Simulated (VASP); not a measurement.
A run of VASP 6.6.1 is set up as follows.

INCAR

```
SYSTEM = SiO2
PREC = Accurate
ENCUT = 520
EDIFF = 1E-8
ISMEAR = 0
SIGMA = 0.02
LREAL = .FALSE.
LASPH = .TRUE.
NELM = 80
ALGO = Normal
ISIF = 2
LWAVE = .FALSE.
LCHARG = .FALSE.
GGA = PS
LEPSILON = .TRUE.
```

File KPOINTS:

```
Automatic mesh
0
G
  4 4 4
  0 0 0
```

The input POSCAR:

```
SiO2
1.0
   -4.4720405200      4.4720405200      2.6117703500
    4.4720405200     -4.4720405200      2.6117703500
    4.4720405200      4.4720405200     -2.6117703500
Si O
4 8
Direct
    0.8231114200      0.8231114200      0.6462228400
    0.1768885800      0.8231114200      0.0000000000
    0.8231114200      0.1768885800      0.0000000000
    0.1768885800      0.1768885800      0.3537771600
    0.0000000000      0.7914513400      0.7914513400
    0.2085486600      0.0000000000      0.2085486600
    0.7914513400      0.0000000000      0.7914513400
    0.0000000000      0.2085486600      0.2085486600
    0.0000000000      0.0000000000      0.5000000000
    0.5000000000      0.0000000000      0.0000000000
    0.0000000000      0.5000000000      0.0000000000
    0.5000000000      0.5000000000      0.5000000000
```

Potentials or basis: VASP PAW PBE potentials, release 64 (Si, O).

The run is started by

```bash
$ cat potpaw_PBE.64/Si/POTCAR potpaw_PBE.64/O/POTCAR > POTCAR
$ mpirun -np 1 vasp_std > vasp.out
```

Problem. What does it give for the electronic dielectric tensor (diagonal)?

Solution. 2.04.

Problem. What does it give for the Born charges (mean of the diagonal)?

Solution. Si +3.39; O -1.67, -1.72 e.

Problem. Predict the band gap on the k mesh.

Solution. 5.53 eV, indirect (least direct gap 5.53 eV).

Born effective charge tensors (e):
atom 1, Si
```
3.38 0.32 0.00
0.32 3.38 0.00
0.00 0.00 3.42
```
atom 2, Si
```
 3.38 -0.32  0.00
-0.32  3.38  0.00
 0.00  0.00  3.42
```
atom 3, Si
```
 3.38 -0.32  0.00
-0.32  3.38  0.00
 0.00  0.00  3.42
```
atom 4, Si
```
3.38 0.32 0.00
0.32 3.38 0.00
0.00 0.00 3.42
```
atom 5, O
```
-1.06  0.00  0.00
 0.00 -2.97  0.00
 0.00  0.00 -0.98
```
atom 6, O
```
-2.97  0.00  0.00
 0.00 -1.06  0.00
 0.00  0.00 -0.98
```
atom 7, O
```
-2.97  0.00  0.00
 0.00 -1.06  0.00
 0.00  0.00 -0.98
```
atom 8, O
```
-1.06  0.00  0.00
 0.00 -2.97  0.00
 0.00  0.00 -0.98
```
atom 9, O
```
-1.36 -0.45  0.75
-0.45 -1.36  0.75
 0.72  0.72 -2.43
```
atom 10, O
```
-1.36  0.45  0.75
 0.45 -1.36 -0.75
 0.72 -0.72 -2.43
```
atom 11, O
```
-1.36  0.45 -0.75
 0.45 -1.36  0.75
-0.72  0.72 -2.43
```
atom 12, O
```
-1.36 -0.45 -0.75
-0.45 -1.36 -0.75
-0.72 -0.72 -2.43
```

 A k mesh can miss the band edges.
